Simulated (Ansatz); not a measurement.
## CsH: excitons and shallow donors from band masses and screening

The calculation used Ansatz 0.2.0, DFT LDA, scalar-relativistic, plane waves, PAW.

Cutoff 420 eV; k points 8×8×8 on the computed 2-atom cell (Γ-centred); Gaussian smearing, width 0.02 eV; no spin polarisation.

Relaxed cell: Fm-3m, a = 6.102 Å, b = 6.102 Å, c = 6.102 Å, α = 90.00°, β = 90.00°, γ = 90.00°, 2 atoms in the primitive cell.

The calculation gives a Kohn–Sham gap of 1.75 eV, an electron mass of 0.407 mₑ and a hole mass of 0.53 mₑ (harmonic means over x, y, z and over the bands degenerate at each edge), and ε∞ = 3.87 (independent particles, mean of the diagonal).

Task: Estimate the binding energy and radius of a Wannier–Mott exciton and of a shallow donor, and say whether the hydrogenic model can hold.

Result: The reduced mass is μ = mₙmₕ/(mₙ + mₕ) = 0.23 mₑ, with mₙ and mₕ the band masses. With E_b = 13.606 eV × μ/ε² and a = 0.529 Å × ε/μ (μ in mₑ) the exciton has E_b = 209 meV and a = 8.9 Å. For a donor μ is the electron mass: 370 meV and 5.0 Å. The radius isn't large against the shortest lattice vector (4.31 Å), so the continuum picture is doubtful and the numbers are only a scale. In a polar crystal the ions screen too, so a state bound more weakly than an optical phonon feels the larger static constant, which lowers the energy and widens the orbit. The other way, the small Kohn–Sham gap and the missing local fields make ε∞ too large and the masses tend to be too light, which underbinds.

Spin-orbit coupling is left out, which matters for the bands of heavy elements.